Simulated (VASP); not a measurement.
As under changes of volume

One of the cells (20.159 Å³/atom); the others are scaled copies at fixed shape and fractional positions:

```
CELL_PARAMETERS angstrom
2.72159 0.00000 0.00000
0.00000 2.72159 0.00000
0.00000 0.00000 2.72159
ATOMIC_POSITIONS crystal
As 0.50000 0.50000 0.50000
```

This isn't the form of As at room conditions, which is rhombohedral.

- Program: VASP 6.6.1
- Functional: PBEsol
- Potentials or basis: VASP PAW PBE potentials, release 64 (As)
- Cutoff: 520 eV
- k mesh: 10 × 10 × 10
- Occupations: fermi-dirac, width 0.05 eV
- Spin: no spin polarisation

| volume (Å³/atom) | energy over the lowest point (meV/atom) | pressure (GPa) |
| --- | --- | --- |
| 18.578 | 12.97 | 4.9 |
| 18.973 | 3.84 | 2.6 |
| 19.368 | 0.00 | 0.6 |
| 20.159 | 5.96 | -2.9 |
| 20.554 | 14.90 | -4.4 |
| 20.949 | ? | ? |

Q: What does the run at 20.949 Å³/atom give?

A: Energy over the lowest point 27.31 meV/atom; pressure -5.7 GPa.

Worked out: A Birch-Murnaghan fit of order 3 (a polynomial in V^(-2/3)) to the other rows has its minimum at 19.49 Å³/atom with B0 = V·E''(V) = 91 GPa and B' = 4.2. It gives 27.26 meV/atom at 20.949 Å³/atom, against the run's 27.31, and -dE/dV = -5.7 GPa, against -5.7.

Energies are extrapolated to zero smearing.

Caveats: the PAW data sets were made with another functional, which shifts forces and pressure a little.
